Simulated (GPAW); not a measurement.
Set up this calculation in GPAW 26.7.0, as an ASE script.

- Task: equation of state
- Functional: PBE
- Dispersion: D4
- Potentials or basis: GPAW PAW data sets (gpaw-data 1.2.1)
- Cutoff: 600 eV
- Basis: pw
- k mesh: 6 × 6 × 6
- Occupations: fermi-dirac, width 0.05 eV
- Spin: no spin polarisation
- Maxiter: 150
- Eos scales: [0.94, 0.96, 0.98, 1.0, 1.02, 1.04, 1.06]

The structure of CdS (Hawleyite) lies in CdS.xyz:

```xyz
2
Lattice="0.0000000000 2.9165000000 2.9165000000 2.9165000000 0.0000000000 2.9165000000 2.9165000000 2.9165000000 0.0000000000" Properties=species:S:1:pos:R:3 pbc="T T T"
Cd     0.0000000000      0.0000000000      0.0000000000
S      4.3747500000      4.3747500000      4.3747500000
```

One way to write it, as run:

run.py

```python
from ase.calculators.mixing import SumCalculator
from ase.eos import EquationOfState
from ase.io import Trajectory, read
from ase.units import GPa
from dftd4.ase import DFTD4
from gpaw import GPAW, PW

atoms = read('CdS.xyz')

traj = Trajectory('eos.traj', 'w')
volumes, energies = [], []
for x in [0.94, 0.96, 0.98, 1.0, 1.02, 1.04, 1.06]:
    a = atoms.copy()
    a.set_cell(atoms.cell * x**(1 / 3), scale_atoms=True)
    calc = GPAW(mode=PW(600),
                xc='PBE',
                kpts={'size': (6, 6, 6), 'gamma': True},
                occupations={'name': 'fermi-dirac', 'width': 0.05},
                nbands=18,
                convergence={'density': 1e-05, 'energy': 1e-05},
                maxiter=150,
                txt=f'eos-{x:.2f}.txt')
    a.calc = SumCalculator([calc, DFTD4(method='pbe')])
    energies.append(a.get_potential_energy())
    volumes.append(a.get_volume())
    p = -a.get_stress()[:3].mean() / GPa
    calc.write(f'eos-{x:.2f}.gpw')
    traj.write(a)
    print(f'{x:.2f} {volumes[-1]:10.4f} A^3 {energies[-1]:14.6f} eV {p:9.3f} GPa', flush=True)

v0, e0, B = EquationOfState(volumes, energies, eos='birchmurnaghan').fit()
print(f'V0 = {v0:.4f} A^3, E0 = {e0:.6f} eV, B0 = {B / GPa:.2f} GPa')
```

Potentials or basis: GPAW PAW data sets (gpaw-data 1.2.1), pw.

The run is started by

```sh
$ OMP_NUM_THREADS=1 python run.py
```

Results of the run:

* Equilibrium volume: 24.98 Å³/atom
* Bulk modulus: 60 GPa
* Pressure derivative of the bulk modulus: 4.6

Wall time 68 s on 1 thread of Arm Neoverse V1, with other jobs on the host, peak memory 0.23 GiB.
